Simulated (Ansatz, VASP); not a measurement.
# Two plane-wave programs on GaAs

```xyz
2
Lattice="0.0000 2.8298 2.8298 2.8298 0.0000 2.8298 2.8298 2.8298 0.0000" Properties=species:S:1:pos:R:3 pbc="T T T"
Ga    0.0000    0.0000    0.0000
As    1.4149    1.4149    1.4149
```

Alike in both runs: functional PBE; dispersion D4; k mesh 8 × 8 × 8; no spin polarisation.

Ansatz relaxed the structure, and its values are those at the end. VASP's run is a single point on that final structure, the one shown.

|  | VASP | Ansatz |
| --- | --- | --- |
| version | VASP 6.6.1 | Ansatz 0.2.0 |
| potentials or method | VASP PAW PBE potentials, release 64 (Ga_d, As) | plane waves, PAW |
| plane-wave cutoff (eV) | 520 | 476 |
| occupations | gaussian, width 0.01 eV | fixed |
| valence electrons in the cell | 18 | 28 |

```tsv
	VASP	Ansatz	Ansatz less VASP
pressure (GPa)	0.2	0.0	-0.17
dispersion energy (meV/atom)	-418.4	-418.5	-0.17
```

The two sets of potentials don't hold the same shells in valence.
